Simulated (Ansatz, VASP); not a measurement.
## RbBr in VASP and in Ansatz

```
Rb Br
1.0
     4.16509    0.00000    0.00000
     0.00000    4.16509    0.00000
     0.00000    0.00000    4.16509
Rb Br
1 1
Cartesian
  0.0000 0.0000 0.0000
  2.0825 2.0825 2.0825
```

Alike in both runs: task single point; functional r2SCAN; k mesh 6 × 6 × 6; no spin polarisation.

|  | VASP | Ansatz |
| --- | --- | --- |
| version | VASP 6.6.1 | Ansatz 0.2.0 |
| potentials or method | VASP PAW PBE potentials, release 64 (Rb_sv, Br) | plane waves, PAW |
| plane-wave cutoff (eV) | 520 | 500 |
| occupations | gaussian, width 0.01 eV | fixed |
| valence electrons in the cell | 16 | 16 |

|  | VASP | Ansatz | Ansatz less VASP |
| --- | --- | --- | --- |
| gap on the k mesh at the Fermi level (eV) | 4.73 | 4.72 | -0.003 |
| pressure (GPa) | -0.4 | -0.4 | -0.02 |

Caveats: the PAW data sets were made with another functional, which shifts forces and pressure a little (VASP). r2SCAN opens gaps a little over a GGA but as a rule still falls short of measured ones. A k mesh can miss the band edges.
